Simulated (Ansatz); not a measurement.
# MnO2: single point with PBEsol

The system is MnO2.

```
Mn O
1.0
     2.85658    0.00000    0.00000
    -1.42829    2.47387    0.00000
     0.00000    0.00000    4.60137
Mn O
1 2
Direct
  0.00000 0.00000 0.50000
  0.33333 0.66667 0.70629
  0.66667 0.33333 0.29371
```

Measurements of this composition are mostly on another form, of space group No. 136.

```
Program             : Ansatz 0.2.0
Task                : single point
Functional          : PBEsol
Potentials or basis : Ansatz PAW
Cutoff              : 420 eV (not typed: the program's choice for these potentials)
k mesh              : 11 × 11 × 6
Occupations         : fermi-dirac, width 0.05 eV
Spin                : collinear spin, ferromagnetic start
Starting moments    : [4.0, 0.0, 0.0] μB
```

| Item | Value |
| --- | --- |
| Pressure | -2.2 GPa |
| Largest force | 0.164 eV/Å |
| Band gap on the k mesh | 0.73 eV, indirect (least direct gap 0.79 eV) |
| Net moment | 3.00 μB per cell |
| Absolute moment | 3.04 μB per cell |
| Site moments | Mn +2.49; O +0.05 μB |

Forces on the atoms (eV/Å):
```
Mn   0.000  0.000  0.000
O    0.000  0.000 -0.164
O    0.000  0.000  0.164
```

Stress tensor (GPa, compression positive):
```
-2.94  0.00  0.00
 0.00 -2.94  0.00
 0.00  0.00 -0.57
```

Levels at points of the mesh, in eV from the valence-band top:
Spin up:
| k point | band 13 | band 14 | band 15 | band 16 | band 17 | band 18 |
| --- | --- | --- | --- | --- | --- | --- |
| (0.00, 0.00, 0.00) | -1.50 | -1.25 | -0.37 | 2.83 | 2.83 | 6.91 |
| (0.00, 0.00, -0.50) | -1.54 | -1.54 | -0.06 | 2.88 | 2.88 | 8.97 |
Spin down:
| k point | band 9 | band 10 | band 11 | band 12 | band 13 | band 14 | band 15 | band 16 |
| --- | --- | --- | --- | --- | --- | --- | --- | --- |
| (0.00, 0.00, 0.00) | -5.14 | -1.41 | -1.41 | -1.07 | 0.74 | 0.74 | 2.37 | 4.20 |
| (0.00, 0.00, -0.50) | -4.70 | -2.43 | -1.46 | -1.46 | 0.73 | 0.73 | 2.50 | 4.25 |

It took 9.3 s on 2 threads of Intel(R) Xeon(R) Processor @ 2.50GHz (Skylake/Cascade Lake), on a shared host, peak memory 0.41 GiB.

Caveat: odd divisions of the mesh miss points on the zone boundary, where band edges often lie, so the gap on the mesh can be too wide; the pressure holds a Pulay correction of +0.8 GPa for the finite cutoff; a cell with one magnetic atom can't hold antiferromagnetic order, which such compounds often take; the PAW data sets come from PBE, with cores solved anew for the run's functional, which leaves a small shift of forces and pressure. PBEsol gaps usually lie below the measured ones, often by a third to a half.
